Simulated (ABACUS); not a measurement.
# Ni (Fm-3m) in ABACUS: notebook

One crystal, Ni, is run at these levels: PBE; tasks: single point.

All numbers are computed with ABACUS 3.10.1; they aren't measurements. Logs are shortened: lines on timing, memory, paths and dates and some standing lists are left out, and cuts for length are marked.

## (1) The crystal as given

The structure is cubic, space group Fm-3m (No. 225). Conventional cell: a = 3.475 Å, b = 3.475 Å, c = 3.475 Å, α = 90.00°, β = 90.00°, γ = 90.00°. Around Ni (site symmetry m-3m) lie 12 Ni at 2.46 Å.

## (2) Single point, PBE, collinear spin, ferromagnetic start (cell strained at random at fixed volume)

File INPUT:

```
INPUT_PARAMETERS
suffix              Ni
calculation         scf
basis_type          lcao
pseudo_dir          ./
orbital_dir         ./
symmetry            1
dft_functional      pbe
ecutwfc             100
pseudo_rcut         10
nspin               2
nbands              14
ks_solver           genelpa
smearing_method     fd
smearing_sigma      0.00367493
scf_thr             1e-07
scf_nmax            100
mixing_type         broyden
mixing_beta         0.4
cal_force           1
cal_stress          1
out_mul             1
```

File STRU:

```
ATOMIC_SPECIES
Ni 58.6934 Ni.upf

NUMERICAL_ORBITAL
Ni_confined-atom_7au_3s2p2d1f.orb

LATTICE_CONSTANT
1.8897261246

LATTICE_VECTORS
0.0165500000 1.7572510000 1.7682390000
1.7191180000 0.0163320000 1.7684570000
1.7144740000 1.7528250000 0.0209760000

ATOMIC_POSITIONS
Direct

Ni
0.0
1
0.0065090000 0.0114400000 -0.0328950000 1 1 1 mag 1
```

File KPT:

```
K_POINTS
0
Gamma
13 13 13 0 0 0
```

Potentials or basis: PseudoDojo NC SR 0.4.1 PBE standard, DZP LCAO (the cutoffs set its grid).

Run with:

```sh
OMP_NUM_THREADS=1 mpirun -np 4 abacus > log
```

running log:

```text
ABACUS v3.10.1

               Atomic-orbital Based Ab-initio Computation at UStc

 ------------------------------------------------------------------------------------

 READING GENERAL INFORMATION
                           global_out_dir = OUT.Ni/
                           global_in_card = INPUT
                               pseudo_dir = ./
                              orbital_dir = ./
                                    DSIZE = 4
                                    GSIZE = 1

 READING UNITCELL INFORMATION
                                    ntype = 1
                  lattice constant (Bohr) = 1.88973
              lattice constant (Angstrom) = 1

 READING ATOM TYPE 1
                               atom label = Ni
                      L=0, number of zeta = 3
                      L=1, number of zeta = 2
                      L=2, number of zeta = 2
                      L=3, number of zeta = 1
             number of atom for this type = 1
               magnetization of element 1 = 1

                        TOTAL ATOM NUMBER = 1
DIRECT COORDINATES
    atom                   x                   y                   z     mag                  vx                  vy                  vz
taud_Ni1            0.0065090000        0.0114400000        0.9671050000  1.0000        0.0000000000        0.0000000000        0.0000000000

                          Volume (Bohr^3) = 70.8037
                             Volume (A^3) = 10.492

 Lattice vectors: (Cartesian coordinate: in unit of a_0)
             +0.01655            +1.75725            +1.76824
             +1.71912           +0.016332            +1.76846
             +1.71447            +1.75283           +0.020976
 Reciprocal vectors: (Cartesian coordinate: in unit of 2 pi/a_0)
             -0.29541           +0.285542           +0.284532
            +0.291894            -0.28891           +0.284383
            +0.293437           +0.286936             -0.2879
 The esolver type has been set to : ksdft_lcao

                PAO radial cut off (Bohr) = 10

 Read in pseudopotential file is Ni.upf
                     pseudopotential type = NC
          exchange-correlation functional = PBE
                 nonlocal core correction = 1
                        valence electrons = 18
                                     lmax = 2
                           number of zeta = 4
                     number of projectors = 6
                           L of projector = 0
                           L of projector = 0
                           L of projector = 1
                           L of projector = 1
                           L of projector = 2
                           L of projector = 2
     initial pseudo atomic orbital number = 10
 The readin total magnetization is 1

 SETUP THE ELECTRONS NUMBER
            electron number of element Ni = 18
      total electron number of element Ni = 18
            AUTOSET number of electrons:  = 18
                           occupied bands = 9
                                   NLOCAL = 26
                                   NBANDS = 14
                                   NBANDS = 14
                                   NLOCAL = 26

%%%%%%%%%%%%%%%%%%%%%%%%%%%%%%%%%%%%%%%%%%%%%%%%%%%%%%%%%%%%%%%%%%%%%%%%%%%%%%%%%%%%%%%%%%%%%%%%%%%%%%%%%%
 Warning: the number of valence electrons in pseudopotential > 10 for Ni: [Ar] 3d8 4s2
 Pseudopotentials with additional electrons can yield (more) accurate outcomes, but may be less efficient.
 If you're confident that your chosen pseudopotential is appropriate, you can safely ignore this warning.
%%%%%%%%%%%%%%%%%%%%%%%%%%%%%%%%%%%%%%%%%%%%%%%%%%%%%%%%%%%%%%%%%%%%%%%%%%%%%%%%%%%%%%%%%%%%%%%%%%%%%%%%%%

 SETUP THE PLANE WAVE BASIS
 energy cutoff for charge/potential (unit:Ry) = 400
            fft grid for charge/potential = [ 30, 30, 30 ]
                        fft grid division = [ 2, 2, 2 ]
        big fft grid for charge/potential = [ 15, 15, 15 ]
                                     nbxx = 900
                                     nrxx = 7200

 SETUP PLANE WAVES FOR CHARGE/POTENTIAL
                    number of plane waves = 9567
                         number of sticks = 589

 PARALLEL PW FOR CHARGE/POTENTIAL
     PROC   COLUMNS(POT)             PW
        1            148           2394
        2            147           2391
        3            147           2391
        4            147           2391
 --------------- sum -------------------
        4            589           9567
                            number of |g| = 2161
                                  max |g| = 36.1769
                                  min |g| = 0.249545

----------- Double Check Mixing Parameters Begin ------------
mixing_type: broyden
mixing_beta: 0.4
mixing_gg0: 1
mixing_gg0_min: 0.1
mixing_beta_mag: 1.6
mixing_gg0_mag: 0
mixing_ndim: 8
----------- Double Check Mixing Parameters End ------------

 LATTICE VECTORS: (CARTESIAN COORDINATE: IN UNIT OF A0)
             +0.01655            +1.75725            +1.76824
             +1.71912           +0.016332            +1.76846
             +1.71447            +1.75283           +0.020976
                       right hand lattice = 1
                                   NORM_A = 2.49296
                                   NORM_B = 2.46639
                                   NORM_C = 2.45199
                           ALPHA (DEGREE) = 60.1167
                           BETA  (DEGREE) = 59.0292
                           GAMMA (DEGREE) = 58.8103

[... 17 lines left out ...]
                   SPACE GROUP OPERATIONS = 2
                              POINT GROUP = C_1
                                       C2 = 0
                                       C3 = 0
                                       C4 = 0
                                       C6 = 0
                                       S1 = 0
                                       S3 = 0
                                       S4 = 0
                                       S6 = 0
               POINT GROUP IN SPACE GROUP = S_2

 SETUP K-POINTS
                                    nspin = 2
                   Input type of k points = Monkhorst-Pack(Gamma)
                                   nkstot = 2197
                       right hand lattice = 1
(for reciprocal lattice: )
                             BRAVAIS TYPE = 14
                     BRAVAIS LATTICE NAME = 14. Triclinic cell
                                    ibrav = 14
                       right hand lattice = 1
(for k-lattice: )
                             BRAVAIS TYPE = 14
                     BRAVAIS LATTICE NAME = 14. Triclinic cell
                                    ibrav = 14
                       right hand lattice = 1
                        ROTATION MATRICES = 2
                               nkstot_ibz = 1099
K-POINTS REDUCTION ACCORDING TO SYMMETRY
     IBZ    DIRECT_X    DIRECT_Y    DIRECT_Z  WEIGHT  ibz2bz
       1  0.00000000  0.00000000  0.00000000  0.0005       0
       2  0.07692308  0.00000000  0.00000000  0.0009       1
       3  0.15384615  0.00000000  0.00000000  0.0009       2
       4  0.23076923  0.00000000  0.00000000  0.0009       3
       5  0.30769231  0.00000000  0.00000000  0.0009       4
       6  0.38461538  0.00000000  0.00000000  0.0009       5
[... 22 lines left out ...]
      29  0.38461538 -0.15384615  0.00000000  0.0009      34
      30  0.30769231 -0.15384615  0.00000000  0.0009      35
[... 1069 further k points ...]

                               nkstot now = 1099
[... K-POINTS DIRECT COORDINATES: 1099 rows ...]

           k-point number in this process = 1099
       minimum distributed K point number = 1099
[... stars of the k points ...]
                             nks(nspin=2) = 2198
                          nkstot(nspin=2) = 2198

[... K-POINTS CARTESIAN COORDINATES: 2198 rows ...]

[... K-POINTS DIRECT COORDINATES: 2198 rows ...]

 SETUP PLANE WAVES FOR WAVE FUNCTIONS
     energy cutoff for wavefunc (unit:Ry) = 100
              fft grid for wave functions = [ 30, 30, 30 ]
                    number of plane waves = 1835
                         number of sticks = 199

 PARALLEL PW FOR WAVE FUNCTIONS
     PROC   COLUMNS(POT)             PW
        1             50            459
        2             50            459
        3             49            458
        4             50            459
 --------------- sum -------------------
        4            199           1835

 SET NONLOCAL PSEUDOPOTENTIAL PROJECTORS
 max number of nonlocal projetors among all species is 6

 -------------------------------------------
 SELF-CONSISTENT
 -------------------------------------------

 SETUP SEARCHING RADIUS FOR PROGRAM TO SEARCH ADJACENT ATOMS
                  longest orb rcut (Bohr) = 7
   longest nonlocal projector rcut (Bohr) = 1.7
                     search radius (Bohr) = 17.4
              searching radius is (Bohr)) = 17.4
         searching radius unit is (Bohr)) = 1.89
                         PeriodicBoundary = 1
                        Radius(unit:lat0) = 9.21
                                   glayer = [ 6, 6, 6 ]
                             glayer_minus = [ 5, 5, 5 ]

Find the coordinate range of the input atom(unit:lat0).
                                  min_tau = [ -15.6, -15.9, -17.7 ]
                                  max_tau = [ 18.9, 19.3, 17.8 ]
                                BoxNumber = [ 11, 11, 11 ]

 SETUP EXTENDED REAL SPACE GRID FOR GRID INTEGRATION
                          real space grid = [ 30, 30, 30 ]
                 big cell numbers in grid = [ 15, 15, 15 ]
             meshcell numbers in big cell = [ 2, 2, 2 ]
                        extended fft grid = [ 28, 28, 28 ]
                dimension of extened grid = [ 72, 72, 72 ]
                            UnitCellTotal = 125
              Atom number in sub-FFT-grid = 1
    Local orbitals number in sub-FFT-grid = 26
                                ParaV.nnr = 42081
                                 init_chg = atomic

 LCAO ALGORITHM --------------- ION=   1  ELEC=   1--------------------------------
          total magnetism (Bohr mag/cell) = 0.651312
       absolute magnetism (Bohr mag/cell) = 0.695242
                        nelec for spin up = 9.32566
                      nelec for spin down = 8.67434
[... 181 lines left out ...]
 Density error is 8.36978313251e-08
----------------------------------------------------------
     Energy           Rydberg                 eV
----------------------------------------------------------
 E_KohnSham     -335.5772111183      -4565.7621901573
 E_KS(sigma->0) -335.5767407649      -4565.7557906714
 E_Harris       -335.5772115734      -4565.7621963498
 E_band         -19.3305287852       -263.0053368318
 E_one_elec     -158.1029798651      -2151.1013969449
 E_Hartree      91.5979797750        1246.2544502281
 E_xc           -42.8776788936       -583.3807499675
 E_Ewald        -226.1935914277      -3077.5216945012
 E_entropy(-TS) -0.0009407067        -0.0127989718
 E_descf        0.0000000000         0.0000000000
 E_exx          0.0000000000         0.0000000000
 E_Fermi        1.4308725320         19.4680195475
----------------------------------------------------------

 charge density convergence is achieved
 final etot is -4565.7621902 eV
 EFERMI = 19.468019548 eV

 STATE ENERGY(eV) AND OCCUPATIONS    NSPIN == 2
SPIN UP :
 1/1099 kpoint (Cartesian) = 0.0000 0.0000 0.0000 (305 pws)
       1       -84.2577    0.000455166
       2       -44.5308    0.000455166
       3       -44.5212    0.000455166
       4       -44.5080    0.000455166
       5        10.1081    0.000455166
       6        16.7737    0.000455166
       7        16.8725    0.000455166
       8        17.0008    0.000455166
       9        18.0501    0.000455166
      10        18.2332    0.000455166
      11        44.1206        0.00000
      12        47.6243        0.00000
      13        48.4085        0.00000
      14        48.5982        0.00000
[... 66 lines left out ...]
       1       -84.2223    0.000910332
       2       -44.7437    0.000910332
       3       -44.5684    0.000910332
       4       -44.5333    0.000910332
       5        14.0807    0.000910332
       6        16.9422    0.000910332
       7        17.0184    0.000910332
       8        17.5677    0.000910332
       9        18.6055    0.000910332
      10        18.6782    0.000910332
      11        28.1500    3.53502e-79
      12        43.1739        0.00000
      13        44.7890        0.00000
      14        45.1859        0.00000

[... levels at 2192 further k points ...]

-------------------------------------------------
 Total Magnetism (uB)
-------------------------------------------------
                        Ni1         0.6295197811
-------------------------------------------------

 correction force for each atom along direction 1 is -5.33326e-06
 correction force for each atom along direction 2 is 3.04791e-06
 correction force for each atom along direction 3 is -1.63700e-06
------------------------------------------------------------------------------------------
 TOTAL-FORCE (eV/Angstrom)
------------------------------------------------------------------------------------------
                       Ni1         0.0000000000         0.0000000000         0.0000000000
------------------------------------------------------------------------------------------

----------------------------------------------------------------
 TOTAL-STRESS (KBAR)
----------------------------------------------------------------
       108.6525674734       -11.5435461571       -19.6637334779
       -11.5435461571        82.8838934478       -16.5139469049
       -19.6637334779       -16.5139469049        73.9457453445
----------------------------------------------------------------
 TOTAL-PRESSURE: 88.494069 KBAR

 --------------------------------------------
 !FINAL_ETOT_IS -4565.7621901572711067 eV
 --------------------------------------------
```

It took 45 s on 4 MPI ranks of AMD EPYC 7B13 (Zen 3), shared host; peak memory 0.72 GiB.

Results:

| Item | Value |
| --- | --- |
| Free energy | -4565.7622 eV |
| Pressure | 8.8 GPa |
| Band gap on the k mesh | none (metal or under the smearing width) |
| Net moment | 0.63 μB per cell |
| Absolute moment | 0.72 μB per cell |
| Site moments | Ni +0.63 μB |

Caveat: the atomic orbitals were generated for these runs and aren't a published set; the basis of atomic orbitals isn't converged, which shifts pressures, moduli and gaps.

## (3) Single point, PBE, collinear spin, ferromagnetic start

INPUT is that of step 2.

File STRU:

```
ATOMIC_SPECIES
Ni 58.6934 Ni.upf

NUMERICAL_ORBITAL
Ni_confined-atom_7au_4s3p3d1f.orb

LATTICE_CONSTANT
1.8897261246

LATTICE_VECTORS
0.0000000000 1.7375729330 1.7375729330
1.7375729330 0.0000000000 1.7375729330
1.7375729330 1.7375729330 0.0000000000

ATOMIC_POSITIONS
Direct

Ni
0.0
1
0.0000000000 0.0000000000 0.0000000000 1 1 1 mag 1
```

KPT is that of step 2.

Potentials or basis: PseudoDojo NC SR 0.4.1 PBE standard, TZDP LCAO (the cutoffs set its grid).

Run with:

```sh
OMP_NUM_THREADS=1 mpirun -np 4 abacus > log
```

Wall time 23 s (4 MPI ranks of AMD EPYC 7B13 (Zen 3), shared host); peak memory 0.44 GiB.

Results (log left out):

```
Free energy            : -4565.7825 eV
Pressure               : 9.0 GPa
Band gap on the k mesh : none (metal or under the smearing width)
Net moment             : 0.63 μB per cell
Absolute moment        : 0.72 μB per cell
Site moments           : Ni +0.63 μB
```

Levels at points of the mesh, in eV from the Fermi level:
Spin up:
```csv
k point,band 6,band 7,band 8,band 9,band 10,band 11,band 12,band 13
"(0.00, 0.00, 0.00)",-2.60,-2.60,-2.60,-1.34,-1.34,24.67,28.38,28.38
```
Spin down:
```tsv
k point	band 5	band 6	band 7	band 8	band 9	band 10	band 11	band 12	band 13	band 14
(0.00, 0.00, 0.00)	-9.43	-1.81	-1.81	-1.81	-0.69	-0.69	24.57	28.37	28.37	28.37
```

Caveat: the atomic orbitals were generated for these runs and aren't a published set; the basis of atomic orbitals isn't converged, which shifts pressures, moduli and gaps.
